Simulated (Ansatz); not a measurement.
One structure, 3 elements: Ti3B, Zr3B, Hf3B

Plane-wave DFT in Ansatz with scalar-relativistic PAW potentials, cutoff 420 eV, Γ-centred meshes chosen by cell and gap, Gaussian smearing with energies taken to zero width. Every cell was relaxed (cell and atoms) in a run of its own, within the symmetry of its start. Functional: PBE.

All members share space group Pm-3m and the same sites; only the element on one set of sites changes (Ti, Zr, Hf). Members needn't be the stable form of their composition. Energies over the elements, where given, are against the elements' standard states in the same functional (H₂, N₂, O₂ and halogens uncorrected, Hg as a solid). The first member:

Space group Pm-3m (No. 221). a = 3.777 Å, b = 3.777 Å, c = 3.777 Å, α = 90.00°, β = 90.00°, γ = 90.00°
```
atom site symmetry x y z
  Ti    3c    4/mm.m  0.0000  0.5000  0.5000
   B    1a m-3m  0.0000  0.0000  0.0000
```

| compound | V (Å³/atom) | a (Å) | energy over elements (eV/atom) |
| --- | --- | --- | --- |
| Ti3B | 13.47 | 3.777 | -0.008 |
| Hf3B | 17.57 | 4.127 | 0.309 |

Predict the member with Zr.

V (Å³/atom) 17.91, a (Å) 4.153, energy over elements (eV/atom) 0.212. Interpolating linearly in period between Ti and Hf would give 15.52 Å³/atom (13.3 % too small), with 0.150 eV/atom over the elements. Over the whole series the volume has no steady trend down the group (least for Ti); all are metallic on the mesh; binding against the elements weakens. Hf is no larger than Zr here (17.57 against 17.91 Å³/atom), as one expects from the lanthanide contraction and relativistic shrinking of 6s.

Spin-orbit coupling is left out, which matters for the bands of heavy elements.